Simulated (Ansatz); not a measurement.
Density of states of InSe (R3m, a = 4.009 Å, b = 4.009 Å, c = 25.289 Å, α = 90.00°, β = 90.00°, γ = 120.00°), in states per eV and primitive cell, averaged over bins of 0.5 eV. Computed with DFT PBEsol, scalar-relativistic, plane waves, PAW in Ansatz 0.2.0.

Plane waves to 420 eV, a k mesh through Γ of 12×12×12 on the computed 4-atom cell and Gaussian smearing (0.02 eV); no spin polarisation.

The cell is relaxed at this level. The states (both spins) are summed by tetrahedra on a 18×18×18 mesh at the self-consistent density. Energies are bin centres; the table starts no lower than −8 eV and ends at 6 eV, or lower where the solved bands end.

The gap is 0.37 eV at this level, with the zero inside it.

| E − E_F (eV) | total | Se 4p | In 5p | In 5s | Se 4s |
| --- | --- | --- | --- | --- | --- |
| -6.40 | 3.94 | 1.17 | 0.45 | 2.07 | 0.22 |
| -5.90 | 1.19 | 0.59 | 0.17 | 0.40 | 0.02 |
| -5.40 | 1.25 | 0.64 | 0.15 | 0.41 | 0.05 |
| -4.90 | 0.67 | 0.33 | 0.05 | 0.22 | 0.06 |
| -4.40 | 0.75 | 0.41 | 0.02 | 0.24 | 0.07 |
| -3.90 | 2.35 | 1.43 | 0.71 | 0.13 | 0.05 |
| -3.40 | 2.45 | 1.63 | 0.67 | 0.08 | 0.03 |
| -2.90 | 3.55 | 2.57 | 0.80 | 0.09 | 0.05 |
| -2.40 | 4.72 | 3.67 | 0.85 | 0.08 | 0.06 |
| -1.90 | 3.77 | 2.70 | 0.83 | 0.15 | 0.04 |
| -1.40 | 2.19 | 1.49 | 0.50 | 0.14 | 0.02 |
| -0.90 | 0.91 | 0.62 | 0.19 | 0.07 | 0.01 |
| -0.40 | 0.26 | 0.19 | 0.05 | 0.02 | 0.00 |
| 0.10 | 0.00 | 0.00 | 0.00 | 0.00 | 0.00 |
| 0.60 | 0.03 | 0.01 | 0.01 | 0.01 | 0.00 |
| 1.10 | 0.61 | 0.18 | 0.21 | 0.14 | 0.05 |
| 1.60 | 3.14 | 1.08 | 1.02 | 0.74 | 0.14 |
| 2.10 | 3.41 | 1.18 | 0.81 | 1.17 | 0.10 |
| 2.60 | 0.84 | 0.16 | 0.43 | 0.16 | 0.05 |
| 3.10 | 1.22 | 0.22 | 0.75 | 0.04 | 0.07 |
| 3.60 | 3.35 | 0.53 | 1.96 | 0.22 | 0.15 |
| 4.10 | 5.11 | 0.95 | 3.04 | 0.23 | 0.10 |
| 4.60 | 1.73 | 0.31 | 0.97 | 0.13 | 0.03 |
| 5.10 | 1.00 | 0.13 | 0.58 | 0.10 | 0.02 |
| 5.60 | 2.04 | 0.17 | 1.25 | 0.07 | 0.06 |

The columns after the total are the main Löwdin projections on the occupied valence shells of the potentials; 1 other is left out. The rest of the total lies in those, in shells that are empty in the free atom, which aren't projected, and between the atoms.

The cell holds layers, and where no dispersion correction was added their binding is poorly described.

Cost: 1 run of about 2.8 core-minutes, on Intel Xeon 6975P-C (Granite Rapids) (shared hosts).